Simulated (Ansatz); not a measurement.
**Calculated 73Ge nuclear quadrupole resonance for GeS at a changed volume**

Cell: a structure deposited in the COD, relaxed with PBE at fixed cell and then changed (volume scaled by 1.06, ions relaxed).

Space group Pnma (No. 62); a = 10.6753, b = 3.7124, c = 4.3813 Å.

```
site  Wyckoff  site symmetry       x       y       z
  Ge       4c            .m.  0.6246  0.2500  0.3693
   S       4c            .m.  0.8480  0.2500  0.5026
```

One atom of each set is listed.

Level of theory: DFT, PBE, plane waves and PAW, scalar-relativistic, 420 eV cutoff, Γ-centred 5×12×10 k-points, Fermi–Dirac smearing 0.02 eV (Ansatz 0.2.0).

73Ge: I = 9/2, Q = -196.0 mb (year-2017 value). Static lattice, zero field.

Problem. Predict the zero-field 73Ge lines of each site.

Solution. For I = 9/2 and η = 0 the lines are |C_Q|/24 times 1, 2, 3 and 4; η shifts the lowest up most.

| site | atoms | V_zz (10²¹ V/m²) | C_Q (MHz) | η | line frequencies (MHz) |
| --- | --- | --- | --- | --- | --- |
| Ge | 4 | -7.56 | 35.8 | 0.22 | 2.04, 2.85, 4.44, 5.95 |

At Ge V_zz stands upright on the plane through its three neighbours (within 11°).
